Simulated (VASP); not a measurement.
# Pd (P6_3/mmc) in VASP: further runs, part 2 of 2

VASP 6.6.1.

### 5 Single point, PBE

Contents of INCAR:

```
SYSTEM = Pd
PREC = Accurate ; ENCUT = 500
EDIFF = 1E-6 ; ISMEAR = -1
SIGMA = 0.2 ; LREAL = .FALSE.
LASPH = .TRUE. ; NELM = 100
ALGO = Normal ; ISIF = 2
LWAVE = .FALSE. ; LCHARG = .FALSE.
GGA = PE ; ADDGRID = .FALSE.
```

Contents of KPOINTS:

```
Automatic mesh
0
G
  12 12 6
  0 0 0
```

Contents of POSCAR:

```
Pd
1.0
    2.7836650458      0.0000000000      0.0000000000
   -1.3918325229      2.4107246453      0.0000000000
    0.0000000000      0.0000000000      4.6288930000
Pd
2
Direct
    0.3333333333      0.6666666667      0.2500000000
    0.6666666667      0.3333333333      0.7500000000
```

Potentials or basis: VASP PAW PBE potentials, release 64 (Pd).

Started as:

```
$ cat potpaw_PBE.64/Pd/POTCAR > POTCAR
$ mpirun -np 1 vasp_std > vasp.out
```

OUTCAR:

```text
SYSTEM = Pd
   PREC = Accurate
   ENCUT = 500
   EDIFF = 1E-6
   ISMEAR = -1
   LREAL = .FALSE.
   LASPH = .TRUE.
   NELM = 100
   ISIF = 2
   GGA = PE

 Found     76 irreducible k-points:

 Following reciprocal coordinates:
            Coordinates               Weight
  0.000000  0.000000  0.000000      1.000000
  0.083333  0.000000  0.000000      6.000000
  0.166667  0.000000  0.000000      6.000000
  0.250000  0.000000  0.000000      6.000000
  0.333333  0.000000  0.000000      6.000000
  0.416667  0.000000  0.000000      6.000000
   k-points           NKPTS =     76   k-points in BZ     NKDIM =     76   number of bands    NBANDS=     14
   number of dos      NEDOS =    301   number of ions     NIONS =      2
   total plane-waves  NPLWV =  14400
   dimension x,y,z NGX =    20 NGY =   20 NGZ =   36
   dimension x,y,z NGXF=    40 NGYF=   40 NGZF=   72
   ions per type =               2
   NGX,Y,Z   is equivalent  to a cutoff of  11.94, 11.94, 12.93 a.u.
   NGXF,Y,Z  is equivalent  to a cutoff of  23.89, 23.89, 25.86 a.u.
 SYSTEM =  Pd
   PREC   = accura    normal or accurate (medium, high low for compatibility)
   ISTART =      0    job   : 0-new  1-cont  2-samecut
   ICHARG =      2    charge: 1-file 2-atom 10-const
   ISPIN  =      1    spin polarized calculation?
   LNONCOLLINEAR =      F non collinear calculations
   LSORBIT =      F    spin-orbit coupling
   LASPH  =      T    aspherical Exc in radial PAW
   ENCUT  =  500.0 eV  36.75 Ry    6.06 a.u.   5.08  5.08  8.44*2*pi/ulx,y,z
   NELM   =    100;   NELMIN=  2; NELMDL= -5     # of ELM steps
   EDIFF  = 0.1E-05   stopping-criterion for ELM
   LREAL  =      F    real-space projection
   EDIFFG = 0.1E-04   stopping-criterion for IOM
   NSW    =      0    number of steps for IOM
   IBRION =     -1    ionic relax: 0-MD 1-quasi-New 2-CG
   NFREE  =      0    steps in history (QN), initial steepest desc. (CG)
   ISIF   =      2    stress and relaxation
   ISYM   =      2    0-nonsym 1-usesym 2-fastsym
   POTIM  = 0.5000    time-step for ionic-motion
   TEBEG  =    0.0;   TEEND  =   0.0 temperature during run
   PSTRESS=    0.0 pullay stress
   NELECT =      20.0000    total number of electrons
   NUPDOWN=      -1.0000    fix difference up-down
   EMIN   =  10.00;   EMAX   =-10.00  energy-range for DOS
   EFERMI =   0.00;   METHOD = LEGACY
   ISMEAR =    -1;   SIGMA  =   0.20  broadening in eV -4-tet -1-fermi 0-gaus
   EFERMI_NEDOS =   21; number of points for ismear=-14 and -15
   IALGO  =     38    algorithm
   IMIX   =      4    mixing-type and parameters
     AMIX     =   0.40;   BMIX     =  1.00
     AMIX_MAG =   1.60;   BMIX_MAG =  1.00
  volume/ion in A,a.u.               =      15.53       104.81
  Fermi-wavevector in a.u.,A,eV,Ry     =   1.413636  2.671385 27.189429  1.998367
  Thomas-Fermi vector in A             =   2.535261
   LORBIT       =      0    0 simple, 1 ext, 2 COOP (PROOUT), +10 PAW based schemes
   GGA     = PE    functional components
   LHFCALC =     F    Hartree Fock is set to
   AEXX    =    0.0000 exact exchange contribution
   IVDW    =     0    specifies the selected vdW correction
   LEPSILON=     F    determine dielectric tensor
   LRPA    =     F    only Hartree local field effects (RPA)
 non-spin polarized calculation
  energy-cutoff  :      500.00
  volume of cell :       31.06
 maximum number of plane-waves:       801
   NGX = 11   NGY = 11   NGZ = 17

 number of electron      20.0000004 magnetization

 Free energy of the ion-electron system (eV)
  ---------------------------------------------------
  ext. energy  EPLUGINS =         0.00000000
  ---------------------------------------------------
  free energy    TOTEN  =       -10.62981263 eV

  energy without entropy =      -10.22453931  energy(sigma->0) =      -10.42717597

 E-fermi :   9.0456     XC(G=0): -12.8641

 val. band max:        9.0255931969   @ k =   0.5000   0.0000   0.3333
 cond. band min:       9.0562816578   @ k =   0.1667   0.0833   0.5000
 fundamental gap:      0.0306884609
 Fermi energy:         9.0456135439

 k-point     1 :       0.0000    0.0000    0.0000
  band No.  band energies     occupation
      1       2.1889      2.00000
      2       4.0202      2.00000
      3       6.2255      2.00000
      4       6.4255      2.00000
      5       6.4255      2.00000
      6       6.7525      1.99998
      7       6.7525      1.99998
      8       7.3758      1.99953
      9       7.3758      1.99953
     10       8.7047      1.69224
     11       8.7047      1.69224
     12       9.9132      0.02579
     13      15.5900      0.00000
     14      26.0153      0.00000

 k-point     2 :       0.0833    0.0000    0.0000
  band No.  band energies     occupation
      1       2.4055      2.00000
      2       4.1717      2.00000
      3       6.1027      2.00000
      4       6.5246      1.99999
      5       6.5670      1.99999
      6       6.6902      1.99998
      7       6.8831      1.99996
      8       7.2074      1.99980
      9       7.2886      1.99969
     10       7.9766      1.99050
     11       8.7417      1.64092
     12      10.9225      0.00017
     13      15.5993      0.00000
     14      25.9900      0.00000

 k-point     3 :       0.1667    0.0000    0.0000
  band No.  band energies     occupation
      1       3.0097      2.00000
      2       4.5270      2.00000
      3       5.8802      2.00000
      4       6.4662      1.99999
      5       6.5379      1.99999
      6       6.8937      1.99996
      7       6.9710      1.99994
      8       7.0760      1.99989
      9       7.2541      1.99974
     10       7.4053      1.99945
     11       8.8182      1.51435
     12      12.5196      0.00000
     13      15.6512      0.00000
     14      24.3640      0.00000

 k-point     4 :       0.2500    0.0000    0.0000
  band No.  band energies     occupation
      1       3.8070      2.00000
      2       4.6984      2.00000
      3       5.7337      2.00000
      4       5.9229      2.00000
      5       6.3766      2.00000
      6       6.8247      1.99997
      7       7.0945      1.99988
      8       7.4910      1.99916
      9       7.5703      1.99875
     10       7.8002      1.99606
     11       8.8861      1.37886
     12      14.2705      0.00000
     13      15.8176      0.00000
     14      21.4295      0.00000

 k-point     5 :       0.3333    0.0000    0.0000
  band No.  band energies     occupation
      1       4.3072      2.00000
      2       4.5549      2.00000
      3       5.1104      2.00000
      4       6.3963      2.00000
      5       6.5981      1.99999
      6       6.6018      1.99999
      7       6.8461      1.99997
      8       8.2338      1.96606
      9       8.4092      1.92029
     10       8.5089      1.87212
     11       8.9285      1.28472
     12      16.0724      0.00000
     13      16.1207      0.00000
     14      18.5699      0.00000

 k-point     6 :       0.4167    0.0000    0.0000
  band No.  band energies     occupation
      1       4.2221      2.00000
      2       4.5409      2.00000
      3       4.7253      2.00000
      4       6.4515      2.00000
      5       6.6783      1.99999
      6       6.8233      1.99997
      7       7.0725      1.99990
      8       8.7579      1.61652
      9       8.9231      1.29705
     10       8.9485      1.23808
     11      10.0513      0.01301
     12      15.0553      0.00000
     13      17.7141      0.00000
     14      17.7506      0.00000

 [... further k-points ...]
[... 5 lines left out ...]
  --------------------------------------------------------------------------------------
  -------------------------------------------------------------------------------------
  Total       -0.0591342     -0.0591342     -0.2690297     -0.0000000      0.0000000      0.0000000
  in kB       -3.0500552     -3.0500552    -13.8761540     -0.0000000      0.0000000      0.0000000
  external PRESSURE =      -6.6587548 kB  Pullay stress =       0.0000000 kB

 VOLUME and BASIS-vectors are now :
 -----------------------------------------------------------------------------
  energy-cutoff  :      500.00
  volume of cell :       31.06
      direct lattice vectors                 reciprocal lattice vectors
     2.783665046  0.000000000  0.000000000     0.359238624  0.207406516  0.000000000
    -1.391832523  2.410724645  0.000000000     0.000000000  0.414813032  0.000000000
     0.000000000  0.000000000  4.628893000     0.000000000  0.000000000  0.216034374

 POSITION                                       TOTAL-FORCE (eV/Angst)
 -----------------------------------------------------------------------------------
     -0.00000      1.60715      1.15722         0.000000     -0.000000      0.000000
      1.39183      0.80357      3.47167        -0.000000      0.000000      0.000000
 -----------------------------------------------------------------------------------
    total drift:                               -0.000000      0.000000     -0.000000

  FREE ENERGIE OF THE ION-ELECTRON SYSTEM (eV)
  ---------------------------------------------------
  free  energy   TOTEN  =       -10.6298126291 eV

  energy  without entropy=      -10.2245393079  energy(sigma->0) =      -10.42717597
```

OSZICAR:

```text
N       E                     dE             d eps       ncg     rms          rms(c)
DAV:   1     0.104586770793E+03    0.10459E+03   -0.10397E+04  2134   0.135E+03
DAV:   2    -0.952438976310E+01   -0.11411E+03   -0.10890E+03  2272   0.280E+02
DAV:   3    -0.111349138158E+02   -0.16105E+01   -0.15963E+01  2542   0.381E+01
DAV:   4    -0.111445992307E+02   -0.96854E-02   -0.96844E-02  2386   0.276E+00
DAV:   5    -0.111447388134E+02   -0.13958E-03   -0.13958E-03  2608   0.370E-01    0.967E+00
DAV:   6    -0.106517125112E+02    0.49303E+00   -0.14532E+00  2236   0.132E+01    0.479E+00
DAV:   7    -0.106351304703E+02    0.16582E-01   -0.99472E-03  2434   0.906E-01    0.244E+00
DAV:   8    -0.106298031765E+02    0.53273E-02   -0.14814E-03  2284   0.324E-01    0.753E-02
DAV:   9    -0.106298043821E+02   -0.12056E-05   -0.24096E-05  2604   0.449E-02    0.159E-02
DAV:  10    -0.106298132514E+02   -0.88693E-05   -0.44725E-06  2374   0.222E-02    0.486E-03
DAV:  11    -0.106298126291E+02    0.62231E-06   -0.89816E-08  1286   0.365E-03
   1 F= -.10629813E+02 E0= -.10427176E+02  d E =-.405273E+00
```

Wall time 12 s (1 thread of AMD EPYC 9R45 (Zen 5), shared host); peak memory 0.12 GiB.

These settings aren't checked as converged: the numbers below hold their error.

What came out:

| Property | Result |
| --- | --- |
| Free energy | -10.6298 eV |
| Pressure | -0.7 GPa |
| Band gap on the k mesh | none (metal or under the smearing width) |

### 6 For comparison

An earlier run on the cell as given: functional PBEsol; potentials or basis VASP PAW PBE potentials, release 64 (Pd); cutoff 520 eV; k mesh 11 × 11 × 6; occupations fermi-dirac, width 0.05 eV; no spin polarisation.

* Pressure: -10.6 GPa
* Band gap on the k mesh: none (metal or under the smearing width)
